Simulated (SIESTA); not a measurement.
CdSe:

```
CELL_PARAMETERS angstrom
0.00000 3.07027 3.07027
3.07027 0.00000 3.07027
3.07027 3.07027 0.00000
ATOMIC_POSITIONS crystal
Cd 0.00000 0.00000 0.00000
Se 0.25000 0.25000 0.25000
```

Measurements of this composition are mostly on another form, of space group No. 186.

```yaml
Program: SIESTA 5.4.2
Task: relaxation of cell and atoms
Functional: PW86PBE
Potentials_or_basis: PseudoDojo 0.4 standard (PBE files)
Basis: DZP (energy shift 0.002 Ry)
Grid_cutoff: 800 Ry
Energy_shift: 0.002 Ry
k_mesh: 8 × 8 × 8
Occupations: fermi-dirac, width 0.05 eV
Spin: no spin polarisation
```

At the start: pressure 3.8 GPa; volume 28.94 Å³/atom.

Question: How do energy, volume and symmetry change on relaxing?

Answer: Over 4 steps the energy falls by 25.0 meV/atom and the volume is 31.22 Å³/atom (+7.9 %); space group F-43m (No. 216, to 0.05 Å).

Step by step:
| step | energy change (eV) | largest force (eV/Å) | pressure (GPa) | volume (Å³) |
| --- | --- | --- | --- | --- |
| 1 | 0.0000 | 0.0001 | 3.84 | 57.88 |
| 2 | -0.0360 | 0.0004 | 1.92 | 59.91 |
| 3 | -0.0483 | 0.0011 | -0.58 | 63.26 |
| 4 | -0.0500 | 0.0009 | -0.05 | 62.43 |

Final structure:
```
Cd Se
1.0
     0.00002    3.14864    3.14864
     3.14864    0.00002    3.14864
     3.14864    3.14864    0.00002
Cd Se
1 1
Direct
  0.99999 0.99999 0.99999
  0.25001 0.25001 0.25001
```

Caveat: semicore shells carry a single zeta, which can move pressures by several GPa and volumes by a few percent; the potentials were made for another functional, which shifts forces and pressure; the basis of atomic orbitals isn't converged, which shifts pressures, moduli and gaps.
